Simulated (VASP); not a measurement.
Crystal: CuI.

```
CELL_PARAMETERS angstrom
4.09020 0.00000 0.00000
0.00000 4.09020 0.00000
0.00000 0.00000 6.55146
ATOMIC_POSITIONS crystal
Cu 0.50000 0.50000 0.00000
Cu 0.00000 0.00000 0.00000
I 0.50000 0.00000 0.25697
I 0.00000 0.50000 0.74303
```

Measurements of this composition are mostly on another form, of space group No. 216.

```yaml
Program: VASP 6.6.1
Task: relaxation of cell and atoms
Functional: PBE
Dispersion: D3(BJ)
Potentials_or_basis: VASP PAW PBE potentials, release 64 (Cu, I)
Cutoff: 600 eV
k_mesh: 8 × 8 × 4
Occupations: gaussian, width 0.03 eV
Spin: no spin polarisation
```

At the start: pressure -0.7 GPa; volume 27.40 Å³/atom.

**Question.** Where does the relaxation end?

**Answer.** Over 31 steps the energy falls by 10.8 meV/atom and the volume is 25.26 Å³/atom (-7.8 %); space group P4/nmm (No. 129, to 0.05 Å).

The path:
| step | energy change (eV) | largest force (eV/Å) | pressure (GPa) | volume (Å³) |
| --- | --- | --- | --- | --- |
| 1 | 0.0000 | 0.1523 | -0.70 | 109.60 |
| 2 | -0.0097 | 0.2404 | -0.22 | 107.71 |
| 3 | -0.0128 | 0.2969 | 0.15 | 106.56 |
| 4 | -0.0118 | 0.4149 | 0.97 | 104.27 |
| 5 | -0.0135 | 0.3433 | 0.48 | 105.63 |
| 6 | -0.0190 | 0.2935 | 0.42 | 105.14 |
| 7 | -0.0286 | 0.1530 | 0.30 | 103.80 |
| 8 | -0.0217 | 0.1316 | -0.03 | 101.15 |
| 9 | -0.0302 | 0.0735 | 0.11 | 103.07 |
| 10 | -0.0303 | 0.0602 | 0.09 | 102.93 |
| 11 | -0.0322 | 0.0386 | -0.09 | 103.04 |
| 12 | -0.0347 | 0.0028 | -0.23 | 103.23 |
| 13 | -0.0366 | 0.0693 | -0.65 | 103.60 |
| 14 | -0.0377 | 0.0558 | -0.65 | 103.41 |
| 15 | -0.0402 | 0.0153 | -0.49 | 102.84 |
| 16 | -0.0420 | 0.0674 | -0.02 | 101.68 |
| 17 | -0.0420 | 0.0572 | -0.04 | 101.83 |
| 18 | -0.0420 | 0.0485 | -0.08 | 101.95 |
| 19 | -0.0420 | 0.0518 | -0.14 | 101.90 |
| 20 | -0.0420 | 0.0546 | -0.14 | 101.86 |
| 21 | -0.0422 | 0.0563 | -0.04 | 101.73 |
| 22 | -0.0426 | 0.0555 | 0.04 | 101.42 |
| 23 | -0.0428 | 0.0571 | 0.18 | 100.79 |
| 24 | -0.0430 | 0.0340 | 0.12 | 100.80 |
| 25 | -0.0431 | 0.0070 | 0.04 | 100.81 |
| 26 | -0.0431 | 0.0054 | 0.07 | 100.85 |
| 27 | -0.0432 | 0.0022 | 0.12 | 100.98 |
| 28 | -0.0431 | 0.0050 | -0.13 | 101.25 |
| 29 | -0.0432 | 0.0015 | -0.20 | 101.14 |
| 30 | -0.0432 | 0.0010 | -0.14 | 101.06 |
| 31 | -0.0432 | 0.0019 | -0.02 | 101.03 |

Final structure:
```cif
data_structure
_symmetry_space_group_name_H-M 'P 1'
_symmetry_Int_Tables_number 1
_cell_length_a 4.0209
_cell_length_b 4.0209
_cell_length_c 6.2490
_cell_angle_alpha 90.000
_cell_angle_beta 90.000
_cell_angle_gamma 90.000
_cell_volume 101.03
loop_
_atom_site_label
_atom_site_type_symbol
_atom_site_fract_x
_atom_site_fract_y
_atom_site_fract_z
_atom_site_occupancy
Cu1 Cu 0.50000 0.50000 0.00000 1
Cu2 Cu 0.00000 0.00000 0.00000 1
I1 I 0.50000 0.00000 0.27548 1
I2 I 0.00000 0.50000 0.72452 1
```
